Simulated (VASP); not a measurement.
# C2H2 in VASP: notebook, part 2 of 2

VASP 6.6.1.

### 4 Single point, RPBE

INCAR

```
ALGO = Normal
EDIFF = 1E-6
ENCUT = 400
GGA = RP
ISIF = 2
ISMEAR = 0
ISYM = 0
LASPH = T
LCHARG = F
LREAL = F
LWAVE = F
NBANDS = 13
NELM = 80
PREC = Accurate
SIGMA = 0.01
```

KPOINTS

```
k-points
0
Gamma
  1 1 1
```

POSCAR

```
HC                                      
1.0
   12.7048579379      0.0000000000      0.0000000000
    0.0000000000     13.2048579379      0.0000000000
    0.0000000000      0.0000000000     13.7048579379
  C               H             
     2     2
Selective dynamics
Direct
     0.4685424883000024    0.5212602786999980    0.4723769897000025   F   F   F
     0.5321625042298915    0.4859154330824683    0.5282569320249967   T   T   T
     0.4121176394710050    0.5526066977251736    0.4228101931032870   T   T   T
     0.5885911000956598    0.4545734716297184    0.5778046579955707   T   T   T
```

Potentials or basis: VASP PAW PBE potentials, release 64 (C, H).

Run with:

```console
$ cat potpaw_PBE.64/C/POTCAR potpaw_PBE.64/H/POTCAR > POTCAR
$ mpirun -np 4 vasp_gam > vasp.out
```

OUTCAR:

```text
EDIFF = 1E-6
   ENCUT = 400
   GGA = RP
   ISIF = 2
   ISMEAR = 0
   ISYM = 0
   LASPH = T
   LREAL = F
   NELM = 80
   PREC = Accurate

 ion  position               nearest neighbor table
   1  0.469  0.521  0.472-   3 1.07   2 1.21
   2  0.532  0.486  0.528-   4 1.07   1 1.21
   3  0.412  0.553  0.423-   1 1.07
   4  0.589  0.455  0.578-   2 1.07

IMPORTANT INFORMATION: All symmetrisations will be switched off!
NOSYMM: (Re-)initialisation of all symmetry stuff for point group C_1.

----------------------------------------------------------------------------------------

                                     Primitive cell

  volume of cell :    2299.2071

  direct lattice vectors                    reciprocal lattice vectors
    12.704857938  0.000000000  0.000000000     0.078710050  0.000000000  0.000000000
     0.000000000 13.204857938  0.000000000     0.000000000  0.075729705  0.000000000
     0.000000000  0.000000000 13.704857938     0.000000000  0.000000000  0.072966827

  length of vectors
    12.704857938 13.204857938 13.704857938     0.078710050  0.075729705  0.072966827

  position of ions in fractional coordinates (direct lattice)
     0.468542488  0.521260279  0.472376990
     0.532162504  0.485915433  0.528256932
     0.412117639  0.552606698  0.422810193
     0.588591100  0.454573472  0.577804658

  ion indices of the primitive-cell ions
   primitive index   ion index
                 1           1
                 2           2
                 3           3
                 4           4

----------------------------------------------------------------------------------------

 KPOINTS: k-points

Automatic generation of k-mesh.
 Grid dimensions read from file:
 generate k-points for:    1    1    1

 Generating k-lattice:
[... 55 lines left out ...]
   IALGO  =     38    algorithm
   IMIX   =      4    mixing-type and parameters
     AMIX     =   0.40;   BMIX     =  1.00
     AMIX_MAG =   1.60;   BMIX_MAG =  1.00
  volume/ion in A,a.u.               =     574.80      3878.95
  Fermi-wavevector in a.u.,A,eV,Ry     =   0.267228  0.504988  0.971604  0.071411
  Thomas-Fermi vector in A             =   1.102288
   LORBIT       =      0    0 simple, 1 ext, 2 COOP (PROOUT), +10 PAW based schemes
   GGA     = RP    functional components
   LHFCALC =     F    Hartree Fock is set to
   AEXX    =    0.0000 exact exchange contribution
   IVDW    =     0    specifies the selected vdW correction
   LEPSILON=     F    determine dielectric tensor
   LRPA    =     F    only Hartree local field effects (RPA)
 non-spin polarized calculation
 Gauss-broadening in eV      SIGMA  =   0.01
  energy-cutoff  :      400.00
  volume of cell :     2299.21
 maximum number of plane-waves:     20906
 NGX is ok and might be reduce to    84
   NGX = 41   NGY = 43   NGZ = 45

 number of electron      10.0000000 magnetization

 number of electron       9.9999998 magnetization

 Free energy of the ion-electron system (eV)
  ---------------------------------------------------
  ext. energy  EPLUGINS =         0.00000000
  ---------------------------------------------------
  free energy    TOTEN  =       -22.58419020 eV

  energy without entropy =      -22.58419020  energy(sigma->0) =      -22.58419020

 E-fermi :  -6.9810     XC(G=0):  -0.3963

 val. band max:       -7.0579984072   @ k =   0.0000   0.0000   0.0000
 cond. band min:      -0.3396296456   @ k =   0.0000   0.0000   0.0000
 fundamental gap:      6.7183687615
 Fermi energy:        -6.9810367286

 k-point     1 :       0.0000    0.0000    0.0000
  band No.  band energies     occupation
      1     -18.5709      2.00000
      2     -13.9710      2.00000
      3     -12.0624      2.00000
      4      -7.0582      2.00000
      5      -7.0580      2.00000
      6      -0.3396      0.00000
[... 8 lines left out ...]
     15       1.1031      0.00000
     16       1.2323      0.00000

------------------------ aborting loop because EDIFF is reached ----------------------------------------

  FORCE on cell =-STRESS in cart. coord.  units (eV):
  Direction    XX          YY          ZZ          XY          YZ          ZX
  --------------------------------------------------------------------------------------
  -------------------------------------------------------------------------------------
  Total       -0.1552329     -0.3214244     -0.1783709     -0.1464150     -0.1385061      0.2401857
  in kB       -0.1081724     -0.2239811     -0.1242958     -0.1020277     -0.0965165      0.1673708
  external PRESSURE =      -0.1521497 kB  Pullay stress =       0.0000000 kB

 VOLUME and BASIS-vectors are now :
 -----------------------------------------------------------------------------
  energy-cutoff  :      400.00
  volume of cell :     2299.21
      direct lattice vectors                 reciprocal lattice vectors
    12.704857938  0.000000000  0.000000000     0.078710050  0.000000000  0.000000000
     0.000000000 13.204857938  0.000000000     0.000000000  0.075729705  0.000000000
     0.000000000  0.000000000 13.704857938     0.000000000  0.000000000  0.072966827

 POSITION                                       TOTAL-FORCE (eV/Angst)
 -----------------------------------------------------------------------------------
      5.95277      6.88317      6.47386        -0.247367      0.143589     -0.235623
      6.76105      6.41644      7.23969         0.243792     -0.141270      0.231386
      5.23590      7.29709      5.79455        -0.006823      0.004077     -0.006219
      7.47797      6.00258      7.91873         0.010398     -0.006396      0.010456
 -----------------------------------------------------------------------------------
    total drift:                                0.000208      0.000018     -0.000008

  FREE ENERGIE OF THE ION-ELECTRON SYSTEM (eV)
  ---------------------------------------------------
  free  energy   TOTEN  =       -22.5841902040 eV

  energy  without entropy=      -22.5841902040  energy(sigma->0) =      -22.58419020
```

stdout:

```text
POSCAR found type information on POSCAR C H
 POSCAR found :  2 types and       4 ions
 scaLAPACK will be used
 -----------------------------------------------------------------------------
|                                                                             |
|                                                                             |
[... 19 lines left out ...]
|     I found NBANDS = 13. Now, NBANDS = 16.                                  |
|                                                                             |
 -----------------------------------------------------------------------------

 POSCAR, INCAR and KPOINTS ok, starting setup
 FFT: planning ... GRIDC
 FFT: planning ... GRID_SOFT
 FFT: planning ... GRID
 WAVECAR not read
 entering main loop
```

Wall time 38 s (4 MPI ranks of AMD EPYC 7R13 (Zen 3), shared host); peak memory 0.41 GiB.

Results:

* Free energy: -22.5842 eV
* Largest force: 0.371 eV/Å
* Gap between the frontier levels: 6.72 eV

Forces in eV/Å, atoms in the order of the input:
```
C   -0.247  0.144 -0.236
C    0.244 -0.141  0.231
H   -0.007  0.004 -0.006
H    0.010 -0.006  0.010
```

Caveat: the cutoff is under 1.25 times the usual one of these potentials, so pressure, stress and relaxed cells hold a basis-set (Pulay) error; the standard files for N, O and F lose accuracy on very short bonds; the PAW data sets were made with another functional, which shifts forces and pressure a little.

### 5 Single point, RPBE+D3(BJ)

Edit INCAR of step 4 so:

```diff
@@ -7,2 +7,3 @@
 ISYM = 0
+IVDW = 12
 LASPH = T
```

KPOINTS is that of step 4.

POSCAR is that of step 4.

Run with:

```console
$ cat potpaw_PBE.64/C/POTCAR potpaw_PBE.64/H/POTCAR > POTCAR
$ mpirun -np 4 vasp_gam > vasp.out
```

Run time: 38 s. Hardware: 4 MPI ranks of AMD EPYC 7R13 (Zen 3), shared host; peak memory 0.41 GiB.

The run converged. Its results:

```yaml
Free_energy: -22.8072 eV
Largest_force: 0.344 eV/Å
Gap_between_the_frontier_levels: 6.72 eV
Dispersion_energy_per_atom: -0.056 eV
```

Forces in eV/Å, atoms in the order of the input:
```
C   -0.230  0.133 -0.219
C    0.226 -0.131  0.215
H    0.010 -0.006  0.010
H   -0.007  0.003 -0.006
```

Levels at points of the mesh, in eV from the valence-band top:
```csv
k point,band 1,band 2,band 3,band 4,band 5,band 6,band 7,band 8,band 9,band 10
"(0.00, 0.00, 0.00)",-11.51,-6.91,-5.00,0.00,0.00,6.72,6.72,6.74,7.18,7.58
```

Caveat: the cutoff is under 1.25 times the usual one of these potentials, so pressure, stress and relaxed cells hold a basis-set (Pulay) error; the standard files for N, O and F lose accuracy on very short bonds; the PAW data sets were made with another functional, which shifts forces and pressure a little.

### 6 Single point, optB86b-vdW

INCAR

```
AGGAC = 0.0
ALGO = Normal
EDIFF = 1E-6
ENCUT = 400
GGA = MK
ISIF = 2
ISMEAR = 0
ISYM = 0
LASPH = T
LCHARG = F
LREAL = F
LUSE_VDW = T
LWAVE = F
NBANDS = 13
NELM = 80
PARAM1 = 0.1234
PARAM2 = 1.0
PREC = Accurate
SIGMA = 0.01
```

KPOINTS is that of step 5.

POSCAR is that of step 5.

Potentials or basis: VASP PAW PBE potentials, release 64 (C, H).

Run with:

```console
$ cat potpaw_PBE.64/C/POTCAR potpaw_PBE.64/H/POTCAR > POTCAR
$ mpirun -np 4 vasp_gam > vasp.out
```

OUTCAR:

```text
EDIFF = 1E-6
   ENCUT = 400
   GGA = MK
   ISIF = 2
   ISMEAR = 0
   ISYM = 0
   LASPH = T
   LREAL = F
   NELM = 80
   PREC = Accurate

 ion  position               nearest neighbor table
   1  0.469  0.521  0.472-   3 1.07   2 1.21
   2  0.532  0.486  0.528-   4 1.07   1 1.21
   3  0.412  0.553  0.423-   1 1.07
   4  0.589  0.455  0.578-   2 1.07

IMPORTANT INFORMATION: All symmetrisations will be switched off!
NOSYMM: (Re-)initialisation of all symmetry stuff for point group C_1.

----------------------------------------------------------------------------------------

                                     Primitive cell

  volume of cell :    2299.2071

  direct lattice vectors                    reciprocal lattice vectors
    12.704857938  0.000000000  0.000000000     0.078710050  0.000000000  0.000000000
     0.000000000 13.204857938  0.000000000     0.000000000  0.075729705  0.000000000
     0.000000000  0.000000000 13.704857938     0.000000000  0.000000000  0.072966827

  length of vectors
    12.704857938 13.204857938 13.704857938     0.078710050  0.075729705  0.072966827

  position of ions in fractional coordinates (direct lattice)
     0.468542488  0.521260279  0.472376990
     0.532162504  0.485915433  0.528256932
     0.412117639  0.552606698  0.422810193
     0.588591100  0.454573472  0.577804658

  ion indices of the primitive-cell ions
   primitive index   ion index
                 1           1
                 2           2
                 3           3
                 4           4

----------------------------------------------------------------------------------------

 KPOINTS: k-points

Automatic generation of k-mesh.
 Grid dimensions read from file:
 generate k-points for:    1    1    1

[... 58 lines left out ...]
     AMIX     =   0.40;   BMIX     =  1.00
     AMIX_MAG =   1.60;   BMIX_MAG =  1.00
  volume/ion in A,a.u.               =     574.80      3878.95
  Fermi-wavevector in a.u.,A,eV,Ry     =   0.267228  0.504988  0.971604  0.071411
  Thomas-Fermi vector in A             =   1.102288
   LORBIT       =      0    0 simple, 1 ext, 2 COOP (PROOUT), +10 PAW based schemes
   GGA     = MK    functional components
   LHFCALC =     F    Hartree Fock is set to
   AEXX    =    0.0000 exact exchange contribution
   IVDW_NL    =     1    kernel type
   BPARAM     = 6.3000
   IVDW    =     0    specifies the selected vdW correction
   LEPSILON=     F    determine dielectric tensor
   LRPA    =     F    only Hartree local field effects (RPA)
 non-spin polarized calculation
 Gauss-broadening in eV      SIGMA  =   0.01
  energy-cutoff  :      400.00
  volume of cell :     2299.21
 maximum number of plane-waves:     20906
 NGX is ok and might be reduce to    84
   NGX = 41   NGY = 43   NGZ = 45

 number of electron      10.0000000 magnetization

 number of electron       9.9999998 magnetization

 Free energy of the ion-electron system (eV)
  ---------------------------------------------------
  ext. energy  EPLUGINS =         0.00000000
  ---------------------------------------------------
  free energy    TOTEN  =       -20.27301960 eV

  energy without entropy =      -20.27301960  energy(sigma->0) =      -20.27301960

 E-fermi :  -7.0346     XC(G=0):  -0.5968

 val. band max:       -7.1134978235   @ k =   0.0000   0.0000   0.0000
 cond. band min:      -0.5397633627   @ k =   0.0000   0.0000   0.0000
 fundamental gap:      6.5737344608
 Fermi energy:        -7.0345735135

 k-point     1 :       0.0000    0.0000    0.0000
  band No.  band energies     occupation
      1     -18.5167      2.00000
      2     -13.9489      2.00000
      3     -12.1271      2.00000
      4      -7.1137      2.00000
      5      -7.1135      2.00000
      6      -0.5398      0.00000
[... 8 lines left out ...]
     15       0.8916      0.00000
     16       1.1025      0.00000

------------------------ aborting loop because EDIFF is reached ----------------------------------------

  FORCE on cell =-STRESS in cart. coord.  units (eV):
  Direction    XX          YY          ZZ          XY          YZ          ZX
  --------------------------------------------------------------------------------------
  -------------------------------------------------------------------------------------
  Total       -0.4712999     -0.4660407     -0.4677606      0.0018775      0.0020244     -0.0030749
  in kB       -0.3284202     -0.3247554     -0.3259539      0.0013083      0.0014107     -0.0021427
  external PRESSURE =      -0.3263765 kB  Pullay stress =       0.0000000 kB

 VOLUME and BASIS-vectors are now :
 -----------------------------------------------------------------------------
  energy-cutoff  :      400.00
  volume of cell :     2299.21
      direct lattice vectors                 reciprocal lattice vectors
    12.704857938  0.000000000  0.000000000     0.078710050  0.000000000  0.000000000
     0.000000000 13.204857938  0.000000000     0.000000000  0.075729705  0.000000000
     0.000000000  0.000000000 13.704857938     0.000000000  0.000000000  0.072966827

 POSITION                                       TOTAL-FORCE (eV/Angst)
 -----------------------------------------------------------------------------------
      5.95277      6.88317      6.47386         0.078815     -0.044560      0.073211
      6.76105      6.41644      7.23969        -0.082332      0.046871     -0.077402
      5.23590      7.29709      5.79455        -0.006520      0.003786     -0.005893
      7.47797      6.00258      7.91873         0.010038     -0.006097      0.010084
 -----------------------------------------------------------------------------------
    total drift:                                0.000220      0.000025     -0.000058

  FREE ENERGIE OF THE ION-ELECTRON SYSTEM (eV)
  ---------------------------------------------------
  free  energy   TOTEN  =       -20.2730196044 eV

  energy  without entropy=      -20.2730196044  energy(sigma->0) =      -20.27301960

Total vdW correction in eV:      2.5022637
```

It took 6.3 min on 4 MPI ranks of AMD EPYC 7R13 (Zen 3), shared host; peak memory 1.2 GiB.

What came out:

```
Free energy                     : -20.2730 eV
Largest force                   : 0.122 eV/Å
Gap between the frontier levels : 6.57 eV
```

Forces on the atoms (eV/Å):
```
C    0.079 -0.045  0.073
C   -0.082  0.047 -0.077
H   -0.007  0.004 -0.006
H    0.010 -0.006  0.010
```

Levels at points of the mesh, in eV from the valence-band top:
| k point | band 2 | band 3 | band 4 | band 5 | band 6 | band 7 | band 8 | band 9 |
| --- | --- | --- | --- | --- | --- | --- | --- | --- |
| (0.00, 0.00, 0.00) | -6.84 | -5.01 | 0.00 | 0.00 | 6.57 | 6.68 | 6.69 | 7.04 |

Caveat: the cutoff is under 1.25 times the usual one of these potentials, so pressure, stress and relaxed cells hold a basis-set (Pulay) error; the standard files for N, O and F lose accuracy on very short bonds; the PAW data sets were made with another functional, which shifts forces and pressure a little.

### 7 Summary

| task | level | cell | atoms held fixed (from 0) | gap on the mesh (eV) | largest force (eV/Å) |
| --- | --- | --- | --- | --- | --- |
| relaxation of the atoms | PBE+D3(BJ) | atoms relaxed | [0] | 6.74 | - |
| single point | PBE | as given | - | 6.74 | 0.01 |
| single point | RPBE | as given | - | 6.72 | 0.37 |
| single point | RPBE+D3(BJ) | as given | - | 6.72 | 0.34 |
| single point | optB86b-vdW | as given | - | 6.57 | 0.12 |

Alike in all rows: potentials or basis VASP PAW PBE potentials, release 64 (C, H); no spin polarisation; k mesh 1 × 1 × 1; cutoff (eV) 400; smearing gaussian 0.01 eV.

On the cell as given the gap runs from 6.57 eV (optB86b-vdW) to 6.74 eV (PBE).

Caveats: the cutoff is under 1.25 times the usual one of these potentials, so pressure, stress and relaxed cells hold a basis-set (Pulay) error; the standard files for N, O and F lose accuracy on very short bonds; the PAW data sets were made with another functional, which shifts forces and pressure a little (some runs).

Total energies depend on the potentials used, so only differences within one code and one set of settings carry meaning.
